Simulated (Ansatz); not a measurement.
# Sensitivity of the gradients in ZnS with a Zn vacancy to the input

Cell: a supercell of ZnS (space group P6_3mc) built from a COD entry, with the ions relaxed around the defect (PBE).

```yaml
crystal:
  lattice:
    - [5.71800, 3.30129, 0.00000]
    - [-5.71800, 3.30129, 0.00000]
    - [0.00000, 0.00000, 18.68999]
  atoms:
    - { symbol: Zn, position: [0.33379, 0.66696, 0.99720] }
    - { symbol: Zn, position: [0.66707, 0.33329, 0.99720] }
    - { symbol: Zn, position: [0.00072, 0.00020, 0.50020] }
    - { symbol: Zn, position: [0.33407, 0.66687, 0.50016] }
    - { symbol: Zn, position: [0.66739, 0.33357, 0.50016] }
    - { symbol: Zn, position: [0.32241, 0.32196, 0.16215] }
    - { symbol: Zn, position: [0.67768, 0.00015, 0.16218] }
    - { symbol: Zn, position: [0.00058, 0.67776, 0.16217] }
    - { symbol: Zn, position: [0.33393, 0.00017, 0.66933] }
    - { symbol: Zn, position: [0.66731, 0.66687, 0.66934] }
    - { symbol: Zn, position: [0.00060, 0.33347, 0.66933] }
    - { symbol: Zn, position: [0.33359, 0.00030, 0.33116] }
    - { symbol: Zn, position: [0.66822, 0.66758, 0.33108] }
    - { symbol: Zn, position: [0.00094, 0.33296, 0.33112] }
    - { symbol: Zn, position: [0.33451, 0.33419, 0.83912] }
    - { symbol: Zn, position: [0.66636, 0.00012, 0.83915] }
    - { symbol: Zn, position: [0.00044, 0.66604, 0.83913] }
    - { symbol: S, position: [0.00022, 0.99992, 0.11884] }
    - { symbol: S, position: [0.33370, 0.66668, 0.12466] }
    - { symbol: S, position: [0.66702, 0.33351, 0.12466] }
    - { symbol: S, position: [0.00060, 0.00017, 0.62530] }
    - { symbol: S, position: [0.33395, 0.66682, 0.62530] }
    - { symbol: S, position: [0.66729, 0.33353, 0.62530] }
    - { symbol: S, position: [0.33488, 0.33425, 0.29062] }
    - { symbol: S, position: [0.66687, 0.00029, 0.29067] }
    - { symbol: S, position: [0.00093, 0.66630, 0.29063] }
    - { symbol: S, position: [0.33324, 0.00012, 0.79273] }
    - { symbol: S, position: [0.66770, 0.66735, 0.79273] }
    - { symbol: S, position: [0.00046, 0.33290, 0.79273] }
    - { symbol: S, position: [0.33399, 0.00021, 0.45773] }
    - { symbol: S, position: [0.66744, 0.66692, 0.45768] }
    - { symbol: S, position: [0.00073, 0.33351, 0.45770] }
    - { symbol: S, position: [0.32527, 0.32497, 0.96084] }
    - { symbol: S, position: [0.67595, 0.00011, 0.96083] }
    - { symbol: S, position: [0.00041, 0.67542, 0.96084] }
```

Sites (sets of like atoms) are named by element and the number of their first atom in this list.

Reference run. All values are calculated (Ansatz; DFT, PBE, plane waves and PAW, scalar-relativistic, collinear spin, 420 eV cutoff, Γ-centred 3×3×1 k-points, Fermi–Dirac smearing 0.01 eV, cell charge -1), not measured. Start moments as typed (μB): 0 0 0 0 0 0 0 0 0 0 0 0 0 0 0 0 0 0.5 0 0 0 0 0 0 0 0 0 0 0 0 0 0 0.5 0.5 0.5 by atom.

Task: The input is changed as follows: `hamiltonian.dispersion`: not typed → d4; `hamiltonian.xc`: pbe → r2scan; `scf.lower_state_search`: not typed → light. What happens to V_zz (10²¹ V/m²) and η?

Result: 

```
site  atom  V_zz reference  η reference  V_zz changed  η changed
 Zn6     6           -3.37         0.68         -3.47       0.66
 Zn7     7           -3.26         0.72         -3.35       0.71
 Zn8     8           -3.31         0.70         -3.40       0.69
Zn15    15           -3.38         0.12         -3.47       0.12
Zn16    16           -3.40         0.13         -3.49       0.12
Zn17    17           -3.39         0.12         -3.48       0.12
 S18    18           -7.50         0.00         -7.42       0.00
 S27    27            1.17         0.07          1.10       0.06
 S28    28            1.17         0.07          1.10       0.07
 S33    33           -3.26         0.75         -2.89       0.87
 S34    34           -3.32         0.75         -2.96       0.86
 S35    35           -3.28         0.75         -2.91       0.86
```

The largest change of V_zz is on S33, from -3.26 to -2.89. In per cent, |V_zz| changes by +3 on Zn, -11 to -1 on S (all sites that start above 2). The table leaves out 15 of the 27 sites, with |V_zz| up to 1.61; their tensors move by 0.06 at most along any direction. The statements above cover all sites. The dispersion term itself leaves the density as it is. The cutoff that the program takes moves with it, from 420 to 500 eV. New warnings: stability check not made.

On the reference run: The defect repeats with the cell of 35 atoms, so it feels its images: sites between two images don't show the values beside a lone defect, and zeros or small values of η there can come from the images' arrangement. S and Zn carry a gradient in the pure host already, so the values there aren't the defect's effect alone. The centre was started off its lattice site, so that it could distort. A uniform background compensates the cell's charge. The defect cell has no gap above 0.1 eV on its mesh, so the values can hang on the smearing and the k-mesh.
